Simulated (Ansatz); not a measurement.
**H: what changed settings do**

The reference input for Ansatz (plane-wave DFT with PAW):

```yaml
crystal:
  lattice:
    - [5.1702470185, 0.0, 0.0]
    - [-2.5851235093, 4.4775652619, 0.0]
    - [0.0, 0.0, 3.849525]
  atoms:
    - { symbol: H, position: [0.33333333, 0.66666667, 0.25], spin: 1.0 }
    - { symbol: H, position: [0.66666667, 0.33333333, 0.75], spin: 1.0 }
basis:
  ecutwfc: 420
kpoints:
  mp_grid: { grid: [3, 3, 4] }
hamiltonian:
  xc: pbe
scf:
  occupations: { method: gaussian, width: 0.1 }
  lower_state_search: "off"
output:
  forces: true
  stress: true
  eigenvalues: true
  populations: true
magnetization:
  spin_polarized: true
```

Command:

```bash
ansatz run input.yaml --threads 1 --pin off --max-ram 1331MiB --backend cpu --events-out ev --progress --plain --runs-dir out
```

The run converges in 9 SCF iterations on 9 irreducible k-points: pressure 0.14 GPa, gap on the sampled k-points 6.61 eV, cell moment 2.00 μB. It warns that not every printed level is settled; that the state wasn't tested for a lower one.

These settings were drawn at random to show what each does; none of the numbers is a converged property of the crystal. Each trial's input is given as a difference from the reference's; energies are extrapolated to zero smearing where there is one, and pressure is positive in compression.

Trial 1:

```diff
 crystal:
   atoms:
-    - { symbol: H, position: [0.33333333, 0.66666667, 0.25], spin: 1.0 }
-    - { symbol: H, position: [0.66666667, 0.33333333, 0.75], spin: 1.0 }
+    - { symbol: H, position: [0.3333333333, 0.6666666667, 0.25], spin: 1.03 }
+    - { symbol: H, position: [0.6666666667, 0.3333333333, 0.75], spin: 1.03 }
 basis:
-  ecutwfc: 420
+  ecutwfc: 40
 scf:
-  occupations: { method: gaussian, width: 0.1 }
+  occupations: { method: cold, width: 0.0031 }
+  max_iter: 89
```

How does this run end?

The run converges in 19 SCF iterations on 9 irreducible k-points: energy 2.29 eV per atom above the reference, pressure 0.43 GPa (unreliable at so low a cutoff), gap on the sampled k-points 4.97 eV, cell moment 2.00 μB. It warns that the cutoff lies under the recommended one, 420 eV for these potentials; that not every printed level is settled; that the state wasn't tested for a lower one.

Trial 2 (volume scaled):

```diff
 crystal:
   lattice:
-    - [5.1702470185, 0.0, 0.0]
-    - [-2.5851235093, 4.4775652619, 0.0]
-    - [0.0, 0.0, 3.849525]
+    - [5.1197768956, 0.0, 0.0]
+    - [-2.5598884478, 4.4338568533, 0.0]
+    - [0.0, 0.0, 3.8119472984]
   atoms:
-    - { symbol: H, position: [0.33333333, 0.66666667, 0.25], spin: 1.0 }
-    - { symbol: H, position: [0.66666667, 0.33333333, 0.75], spin: 1.0 }
+    - { symbol: H, position: [0.3333333333, 0.6666666667, 0.25], spin: 1.03 }
+    - { symbol: H, position: [0.6666666667, 0.3333333333, 0.75], spin: 1.03 }
 hamiltonian:
+  dispersion: none
 scf:
+  mixing: { beta: 0.07, preconditioner: local_kerker }
+  initial_density: { chi_scale: 0, normalization: atom }
+  max_iter: 58
```

How does this run end?

The run converges in 9 SCF iterations on 9 irreducible k-points: pressure 0.16 GPa, gap on the sampled k-points 5.90 eV, cell moment 2.00 μB. It warns that the state wasn't tested for a lower one.